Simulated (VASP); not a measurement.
# KCl in VASP: further runs

KCl is run at these levels: PBEsol; tasks: single point.

Program: VASP 6.6.1. These are calculated values, not measurements. Logs are shortened: lines on timing, memory, paths and dates and some standing lists are left out, and cuts for length are marked.

**The experiment to reproduce.**

A printed reference work, monograph reports, for a bulk crystal of KCl: band gap 8.68 eV.

How close the calculation comes is told below.

**1. The cell of the first run**

The structure is cubic, space group Fm-3m (No. 225). The conventional cell has a = 6.211 Å, b = 6.211 Å, c = 6.211 Å, α = 90.00°, β = 90.00°, γ = 90.00°. Within 4.1 Å of K (site symmetry m-3m) lie 6 Cl at 3.11 Å. Cl (site symmetry m-3m) has 6 K at 3.11 Å within 4.1 Å.

**2. Single point, PBEsol**

The input, INCAR:

```
SYSTEM = KCl
  ALGO = Normal
  EDIFF = 1E-6
  ENCUT = 520
  GGA = PS
  ISIF = 2
  ISMEAR = 0
  LASPH = .TRUE.
  LCHARG = .TRUE.
  LELF = .TRUE.
  LREAL = .FALSE.
  LVHAR = .TRUE.
  LWAVE = .FALSE.
  NBANDS = 15
  NELM = 60
  PREC = Accurate
  SIGMA = 0.01
```

The input, KPOINTS:

```
k-points
0
G
  8 8 8
  0 0 0
```

The input, POSCAR:

```
KCl
1.0
    0.0000000000      3.1056716748      3.1056716748
    3.1056716748      0.0000000000      3.1056716748
    3.1056716748      3.1056716748      0.0000000000
K Cl
1 1
Direct
    0.0000000000      0.0000000000      0.0000000000
    0.5000000000      0.5000000000      0.5000000000
```

Potentials or basis: VASP PAW PBE potentials, release 64 (K_sv, Cl).

On the command line:

```
$ cat potpaw_PBE.64/K_sv/POTCAR potpaw_PBE.64/Cl/POTCAR > POTCAR
$ mpirun -np 1 vasp_std > vasp.out
```

OUTCAR:

```text
SYSTEM = KCl
   EDIFF = 1E-6
   ENCUT = 520
   GGA = PS
   ISIF = 2
   ISMEAR = 0
   LASPH = .TRUE.
   LREAL = .FALSE.
   NELM = 60
   PREC = Accurate

 ion  position               nearest neighbor table
   1  0.000  0.000  0.000-   2 3.11   2 3.11   2 3.11   2 3.11   2 3.11   2 3.11
   2  0.500  0.500  0.500-   1 3.11   1 3.11   1 3.11   1 3.11   1 3.11   1 3.11

  LATTYP: Found a face centered cubic cell.
 ALAT       =     6.2113433496

  Lattice vectors:

 A1 = (   0.0000000000,   3.1056716748,   3.1056716748)
 A2 = (   3.1056716748,   0.0000000000,   3.1056716748)
 A3 = (   3.1056716748,   3.1056716748,   0.0000000000)

Analysis of symmetry for initial positions (statically):
=====================================================================
 Subroutine PRICEL returns:
 Original cell was already a primitive cell.

 Routine SETGRP: Setting up the symmetry group for a
 face centered cubic supercell.

 Subroutine GETGRP returns: Found 48 space group operations
 (whereof 48 operations were pure point group operations)
 out of a pool of 48 trial point group operations.

The static configuration has the point symmetry O_h .

Analysis of symmetry for dynamics (positions and initial velocities):
=====================================================================
 Subroutine PRICEL returns:
 Original cell was already a primitive cell.

 Routine SETGRP: Setting up the symmetry group for a
 face centered cubic supercell.

 Subroutine GETGRP returns: Found 48 space group operations
 (whereof 48 operations were pure point group operations)
 out of a pool of 48 trial point group operations.

The dynamic configuration has the point symmetry O_h .

 Subroutine INISYM returns: Found 48 space group operations
 (whereof 48 operations are pure point group operations),
 and found     1 'primitive' translations

----------------------------------------------------------------------------------------

                                     Primitive cell

  volume of cell :      59.9096

  direct lattice vectors                    reciprocal lattice vectors
     0.000000000  3.105671675  3.105671675    -0.160995769  0.160995769  0.160995769
     3.105671675  0.000000000  3.105671675     0.160995769 -0.160995769  0.160995769
     3.105671675  3.105671675  0.000000000     0.160995769  0.160995769 -0.160995769

  length of vectors
     4.392083003  4.392083003  4.392083003     0.278852852  0.278852852  0.278852852

[... 90 lines left out ...]
   PSTRESS=    0.0 pullay stress
   NELECT =      16.0000    total number of electrons
   NUPDOWN=      -1.0000    fix difference up-down
   EMIN   =  10.00;   EMAX   =-10.00  energy-range for DOS
   EFERMI =   0.00;   METHOD = LEGACY
   ISMEAR =     0;   SIGMA  =   0.01  broadening in eV -4-tet -1-fermi 0-gaus
   EFERMI_NEDOS =   21; number of points for ismear=-14 and -15
   IALGO  =     38    algorithm
   IMIX   =      4    mixing-type and parameters
     AMIX     =   0.40;   BMIX     =  1.00
     AMIX_MAG =   1.60;   BMIX_MAG =  1.00
  volume/ion in A,a.u.               =      29.95       202.15
  Fermi-wavevector in a.u.,A,eV,Ry     =   1.054264  1.992270 15.122496  1.111472
  Thomas-Fermi vector in A             =   2.189417
   LORBIT       =      0    0 simple, 1 ext, 2 COOP (PROOUT), +10 PAW based schemes
   GGA     = PS    functional components
   LHFCALC =     F    Hartree Fock is set to
   AEXX    =    0.0000 exact exchange contribution
   IVDW    =     0    specifies the selected vdW correction
   LEPSILON=     F    determine dielectric tensor
   LRPA    =     F    only Hartree local field effects (RPA)
 non-spin polarized calculation
 Gauss-broadening in eV      SIGMA  =   0.01
  energy-cutoff  :      520.00
  volume of cell :       59.91
 maximum number of plane-waves:      1639
 NGX is ok and might be reduce to    36
   NGX = 17   NGY = 17   NGZ = 17

 number of electron      16.0000002 magnetization

 Free energy of the ion-electron system (eV)
  ---------------------------------------------------
  ext. energy  EPLUGINS =         0.00000000
  ---------------------------------------------------
  free energy    TOTEN  =        -7.02179664 eV

  energy without entropy =       -7.02179664  energy(sigma->0) =       -7.02179664

 E-fermi :  -1.6876     XC(G=0):  -7.8909

 val. band max:       -1.7472162558   @ k =   0.0000   0.0000   0.0000
 cond. band min:       3.4017840715   @ k =   0.0000   0.0000   0.0000
 fundamental gap:      5.1490003273
 Fermi energy:        -1.6876214207

 k-point     1 :       0.0000    0.0000    0.0000
  band No.  band energies     occupation
      1     -28.6986      2.00000
      2     -13.8851      2.00000
      3     -12.2262      2.00000
      4     -12.2262      2.00000
      5     -12.2262      2.00000
      6      -1.7472      2.00000
      7      -1.7472      2.00000
      8      -1.7472      2.00000
      9       3.4018      0.00000
     10       6.5592      0.00000
     11       6.5592      0.00000
     12       6.5592      0.00000
     13       7.4696      0.00000
     14       7.4696      0.00000
[... 401 lines left out ...]
      2     -13.9882      2.00000
      3     -12.2922      2.00000
      4     -12.2658      2.00000
      5     -12.0648      2.00000
      6      -2.6677      2.00000
      7      -2.1878      2.00000
      8      -2.1163      2.00000
      9       6.0434      0.00000
     10       6.5707      0.00000
     11       8.4085      0.00000
     12       8.4851      0.00000
     13       9.2844      0.00000
     14      10.1696      0.00000
     15      10.3794      0.00000

 [... further k-points ...]

------------------------ aborting loop because EDIFF is reached ----------------------------------------

  FORCE on cell =-STRESS in cart. coord.  units (eV):
  Direction    XX          YY          ZZ          XY          YZ          ZX
  --------------------------------------------------------------------------------------
  -------------------------------------------------------------------------------------
  Total        0.1303543      0.1303543      0.1303543      0.0000000      0.0000000      0.0000000
  in kB        3.4860965      3.4860965      3.4860965      0.0000000      0.0000000      0.0000000
  external PRESSURE =       3.4860965 kB  Pullay stress =       0.0000000 kB

 VOLUME and BASIS-vectors are now :
 -----------------------------------------------------------------------------
  energy-cutoff  :      520.00
  volume of cell :       59.91
      direct lattice vectors                 reciprocal lattice vectors
     0.000000000  3.105671675  3.105671675    -0.160995769  0.160995769  0.160995769
     3.105671675  0.000000000  3.105671675     0.160995769 -0.160995769  0.160995769
     3.105671675  3.105671675  0.000000000     0.160995769  0.160995769 -0.160995769

 POSITION                                       TOTAL-FORCE (eV/Angst)
 -----------------------------------------------------------------------------------
      0.00000      0.00000      0.00000        -0.000000      0.000000      0.000000
      3.10567      3.10567      3.10567         0.000000     -0.000000     -0.000000
 -----------------------------------------------------------------------------------
    total drift:                                0.000000      0.000000      0.000000

  FREE ENERGIE OF THE ION-ELECTRON SYSTEM (eV)
  ---------------------------------------------------
  free  energy   TOTEN  =        -7.0217966419 eV

  energy  without entropy=       -7.0217966419  energy(sigma->0) =       -7.02179664
```

Wall time 21 s (1 thread of AMD EPYC 9R45 (Zen 5), shared host); peak memory 0.18 GiB.

What came out:

- Free energy: -7.0218 eV
- Pressure: 0.3 GPa
- Band gap on the k mesh: 5.15 eV

Caveat: the PAW data sets were made with another functional, which shifts forces and pressure a little.

**3. Single point, PBEsol**

This run uses another cell than the first one, of 30.41 Å³/atom.

The input, INCAR:

```
SYSTEM = KCl
PREC = Accurate ; ENCUT = 520
EDIFF = 1E-7 ; ISMEAR = 0
SIGMA = 0.01 ; LREAL = .FALSE.
LASPH = .TRUE. ; NELM = 60
ALGO = Normal ; ISIF = 2
LWAVE = .FALSE. ; LCHARG = .FALSE.
GGA = PS ; NBANDS = 15
```

The input, KPOINTS:

```
regular mesh
0
G
  8 8 8
  0 0 0
```

The input, POSCAR:

```
KCl
1.0
    0.0000000000      3.1212780651      3.1212780651
    3.1212780651      0.0000000000      3.1212780651
    3.1212780651      3.1212780651      0.0000000000
K Cl
1 1
Direct
    0.0000000000      0.0000000000      0.0000000000
    0.5000000000      0.5000000000      0.5000000000
```

Potentials or basis: VASP PAW PBE potentials, release 64 (K_sv, Cl).

On the command line:

```
$ cat potpaw_PBE.64/K_sv/POTCAR potpaw_PBE.64/Cl/POTCAR > POTCAR
$ mpirun -np 1 vasp_std > vasp.out
```

OUTCAR:

```text
SYSTEM = KCl
   PREC = Accurate
   ENCUT = 520
   EDIFF = 1E-7
   ISMEAR = 0
   LREAL = .FALSE.
   LASPH = .TRUE.
   NELM = 60
   ISIF = 2
   GGA = PS

 ion  position               nearest neighbor table
   1  0.000  0.000  0.000-   2 3.12   2 3.12   2 3.12   2 3.12   2 3.12   2 3.12
   2  0.500  0.500  0.500-   1 3.12   1 3.12   1 3.12   1 3.12   1 3.12   1 3.12

  LATTYP: Found a face centered cubic cell.
 ALAT       =     6.2425561302

  Lattice vectors:

 A1 = (   0.0000000000,   3.1212780651,   3.1212780651)
 A2 = (   3.1212780651,   0.0000000000,   3.1212780651)
 A3 = (   3.1212780651,   3.1212780651,   0.0000000000)

Analysis of symmetry for initial positions (statically):
=====================================================================
 Subroutine PRICEL returns:
 Original cell was already a primitive cell.

 Routine SETGRP: Setting up the symmetry group for a
 face centered cubic supercell.

 Subroutine GETGRP returns: Found 48 space group operations
 (whereof 48 operations were pure point group operations)
 out of a pool of 48 trial point group operations.

The static configuration has the point symmetry O_h .

Analysis of symmetry for dynamics (positions and initial velocities):
[... 180 lines left out ...]
     12       6.4934      0.00000
     13       7.3942      0.00000
     14       7.3942      0.00000
[... 401 lines left out ...]
      2     -14.0282      2.00000
      3     -12.3853      2.00000
      4     -12.3605      2.00000
      5     -12.1673      2.00000
      6      -2.7084      2.00000
      7      -2.2392      2.00000
      8      -2.1670      2.00000
      9       5.9490      0.00000
     10       6.4732      0.00000
     11       8.2782      0.00000
     12       8.3659      0.00000
     13       9.1685      0.00000
     14      10.0440      0.00000
     15      10.1035      0.00000

 [... further k-points ...]

------------------------ aborting loop because EDIFF is reached ----------------------------------------

  FORCE on cell =-STRESS in cart. coord.  units (eV):
  Direction    XX          YY          ZZ          XY          YZ          ZX
  --------------------------------------------------------------------------------------
  -------------------------------------------------------------------------------------
  Total        0.0213751      0.0213751      0.0213751      0.0000000     -0.0000000     -0.0000000
  in kB        0.5631071      0.5631071      0.5631071      0.0000000     -0.0000000     -0.0000000
  external PRESSURE =       0.5631071 kB  Pullay stress =       0.0000000 kB

 VOLUME and BASIS-vectors are now :
 -----------------------------------------------------------------------------
  energy-cutoff  :      520.00
  volume of cell :       60.82
      direct lattice vectors                 reciprocal lattice vectors
     0.000000000  3.121278065  3.121278065    -0.160190790  0.160190790  0.160190790
     3.121278065  0.000000000  3.121278065     0.160190790 -0.160190790  0.160190790
     3.121278065  3.121278065  0.000000000     0.160190790  0.160190790 -0.160190790

 POSITION                                       TOTAL-FORCE (eV/Angst)
 -----------------------------------------------------------------------------------
      0.00000      0.00000      0.00000         0.000000      0.000000     -0.000000
      3.12128      3.12128      3.12128        -0.000000     -0.000000      0.000000
 -----------------------------------------------------------------------------------
    total drift:                                0.000000      0.000000      0.000000

  FREE ENERGIE OF THE ION-ELECTRON SYSTEM (eV)
  ---------------------------------------------------
  free  energy   TOTEN  =        -7.0231731824 eV

  energy  without entropy=       -7.0231731824  energy(sigma->0) =       -7.02317318
```

Run time: 20 s. Hardware: 1 thread of AMD EPYC 9R45 (Zen 5), shared host; peak memory 0.17 GiB.

What came out:

| Item | Value |
| --- | --- |
| Free energy | -7.0232 eV |
| Pressure | 0.1 GPa |
| Band gap on the k mesh | 5.10 eV |

Caveat: the PAW data sets were made with another functional, which shifts forces and pressure a little.

**4. Single point, PBEsol**

This run uses another cell than the first one, of 30.41 Å³/atom.

The input, INCAR:

```
PREC = Accurate
ENCUT = 520
EDIFF = 1E-7
ISMEAR = 0
SIGMA = 0.01
LREAL = False
LASPH = True
NELM = 100
ALGO = Normal
ISIF = 2
LWAVE = False
LCHARG = False
GGA = PS
NBANDS = 15
```

The input, KPOINTS:

```
Automatic mesh
0
Gamma
  8 8 8
```

POSCAR is that of step 3.

On the command line:

```
$ cat potpaw_PBE.64/K_sv/POTCAR potpaw_PBE.64/Cl/POTCAR > POTCAR
$ mpirun -np 1 vasp_std > vasp.out
```

It took 20 s on 1 thread of AMD EPYC 9R45 (Zen 5), shared host; peak memory 0.18 GiB.

It converged, with:

```yaml
Free_energy: -7.0232 eV
Pressure: 0.1 GPa
Band_gap_on_the_k_mesh: 5.10 eV
```

Levels at points of the mesh, in eV from the valence-band top:
```csv
k point,band 6,band 7,band 8,band 9,band 10,band 11
"(0.00, 0.00, 0.00)",0.00,0.00,0.00,5.10,8.30,8.30
"(0.50, 0.00, 0.00)",-1.13,-0.35,-0.35,7.49,8.58,10.56
"(0.50, 0.50, 0.00)",-0.69,-0.23,-0.23,6.38,8.33,10.04
```

Caveat: the PAW data sets were made with another functional, which shifts forces and pressure a little. A k mesh can miss the band edges.

(Continued in part 2 of 2.)
